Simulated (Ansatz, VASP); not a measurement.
## Two plane-wave programs on Ag

```
Ag
1.0
     2.98747    0.00000    0.00000
    -1.49373    2.58722    0.00000
     0.00000    0.00000    4.88395
Ag
2
Direct
  0.66667 0.33333 0.75000
  0.33333 0.66667 0.25000
```

Change from the starting cell: volume scaled by 1.06.

Alike in both runs: task single point; functional PBE; k mesh 10 × 10 × 6; occupations fermi-dirac, width 0.05 eV; no spin polarisation.

```csv
,VASP,Ansatz
version,VASP 6.6.1,Ansatz 0.2.0
potentials or method,"VASP PAW PBE potentials, release 64 (Ag)",Ansatz PAW
plane-wave cutoff (eV),520,420
valence electrons in the cell,22,38
```

```csv
,VASP,Ansatz,Ansatz less VASP
gap on the k mesh at the Fermi level (eV),none,none,-
pressure (GPa),-4.1,-4.0,+0.07
largest component of the traceless stress (GPa),0.44,0.43,-0.007
```

A gap of «none» marks a metal or a gap that the smearing closes. The functional is the same, so the differences come from potentials, cutoffs and numerics. The two sets of potentials don't hold the same shells in valence.
